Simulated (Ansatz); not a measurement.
# EuS: the cost of one run

Computed with Ansatz 0.2.0, driven from Python. The levels of theory stand in the script.

The COD entry's cell or inner coordinates are ideal or old and differ from later refinements, so a difference from it is no clean test against experiment.

## (1) The structure

The structure is cubic, space group Fm-3m (No. 225). Conventional cell: a = 5.957 Å, b = 5.957 Å, c = 5.957 Å, α = 90.00°, β = 90.00°, γ = 90.00°. Eu (site symmetry m-3m) has 6 S at 2.98 Å as nearest neighbours. S (site symmetry m-3m) is surrounded by 6 Eu at 2.98 Å.

No structure file is read: the coordinates are typed or built in the script.

## (2) The script

File eus_xc.py:

```python
"""One structure of EuS under several functionals."""

import ansatz as az

xtal = (
    az.Lattice.fcc(5.957)
    .space_group(225)
    .atom("Eu", (0.0, 0.0, 0.0))
    .atom("S", (0.5, 0.0, 0.0))
    .primitive()
    .moments(Eu=4.9)
)

base = (
    xtal.calculation()
    .kpoints(10, 10, 10)
    .occupations("Fermi-Dirac", width=0.1)
    .spin("collinear")
    .forces()
    .stress()
)

rows = []
for value in ["pbesol", "revpbe", "r2scan", "blyp"]:
    r = base.functional(value).run(threads=1, pin="off").report
    rows.append((value, r["free_energy_ev"] / len(r["lattice"]["sites"]), r["n_iterations"], sum(r["stress_gpa"][i][i] for i in range(3)) / 3, max(abs(f) for row in r["forces_ev_ang"] for f in row), r["magnetization_mub"], r["n_kpoints"]))

print("  functional   F/atom (eV)    iterations       P (GPa)  max component (eV/A)  moment (muB)      k-points")
for row in rows:
    print(f"{str(row[0]):>12s}  {row[1]:12.5f}  {row[2]:12d}  {row[3]:12.3f}  {row[4]:20.4f}  {row[5]:12.3f}  {row[6]:12d}")
```

## (3) The run

Command:

```bash
$ python eus_xc.py
```

Q: Estimate wall time and peak memory on 1 thread of Arm Neoverse V1, shared host.

About 71 s, with a peak of 0.65 GiB.
